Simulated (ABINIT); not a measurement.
Input of an ABINIT 10.8.3 (patched build) run:

The input run.abi:

```
# Datasets: ground state, then fixed potential
ndtset 2

# Pseudopotentials
pp_dirpath "./"
pseudos "Au.GGA_PBE-JTH.xml"

# Structure
acell 3*1.0
rprim
     0.0000000000     3.8455926636     3.8455926636
     3.8455926636     0.0000000000     3.8455926636
     3.8455926636     3.8455926636     0.0000000000
ntypat 1
znucl 79
natom 1
typat 1
xred
     0.0000000000     0.0000000000     0.0000000000

# Plane-wave basis
ecut 20.0
pawecutdg 40.0
pawxcdev 0

# Exchange and correlation
ixc 11

# Bands and occupations
occopt 3
tsmear 0.00183747

# SCF cycle
nstep 100

# Output
iomode 3
prtwf 0
prteig 0
prtebands 0
enunit 1
prtden1 1

# Dataset 1
kptopt1 1
ngkpt1 11 11 11
nshiftk1 1
shiftk1 0.0 0.0 0.0
nband1 10
tolvrs1 1.0e-9

# Dataset 2: bands along G-X-W-K-G-L-U-W-L-K
iscf2 -2
getden2 1
nband2 16
nbdbuf2 4
tolwfr2 1.0e-11
kptopt2 -9
ndivsm2 8
prteig2 1
kptbounds2
     0.0000000000     0.0000000000     0.0000000000
     0.5000000000     0.0000000000     0.5000000000
     0.5000000000     0.2500000000     0.7500000000
     0.3750000000     0.3750000000     0.7500000000
     0.0000000000     0.0000000000     0.0000000000
     0.5000000000     0.5000000000     0.5000000000
     0.6250000000     0.2500000000     0.6250000000
     0.5000000000     0.2500000000     0.7500000000
     0.5000000000     0.5000000000     0.5000000000
     0.3750000000     0.3750000000     0.7500000000
```

Potentials or basis: JTH PAW PBE v2.0.

Command:

```console
$ abinit run.abi > log 2>&1
```

Task: Predict the pressure.

Result: 10.9 GPa.

Task: What does it give for the band gap on the k mesh?

Result: None (metal or under the smearing width).

Levels at the corners of the path, in eV from the Fermi level:
```csv
point,band 1,band 2,band 3,band 4,band 5,band 6,band 7,band 8,band 9,band 10
Γ,-10.01,-4.78,-4.78,-4.78,-3.24,-3.24,15.16,19.12,19.12,19.12
X,-7.20,-6.88,-2.06,-1.68,-1.68,0.98,5.83,10.18,10.18,17.28
W,-6.08,-5.26,-5.26,-3.39,-1.68,4.80,6.34,6.34,9.47,23.31
K,-6.58,-5.95,-3.92,-2.95,-2.14,3.91,4.68,7.47,12.78,17.78
Γ,-10.01,-4.78,-4.78,-4.78,-3.24,-3.24,15.16,19.12,19.12,19.12
L,-7.45,-4.82,-4.82,-2.01,-2.01,-1.04,3.10,14.48,17.56,17.56
U,-6.58,-5.95,-3.92,-2.95,-2.14,3.91,4.68,7.47,12.78,17.78
W,-6.08,-5.26,-5.26,-3.39,-1.68,4.80,6.34,6.34,9.47,23.31
L,-7.45,-4.82,-4.82,-2.01,-2.01,-1.04,3.10,14.48,17.56,17.56
K,-6.58,-5.95,-3.92,-2.95,-2.14,3.91,4.68,7.47,12.78,17.78
```

Caveat: spin-orbit coupling is left out, which moves the levels of the heavy elements.
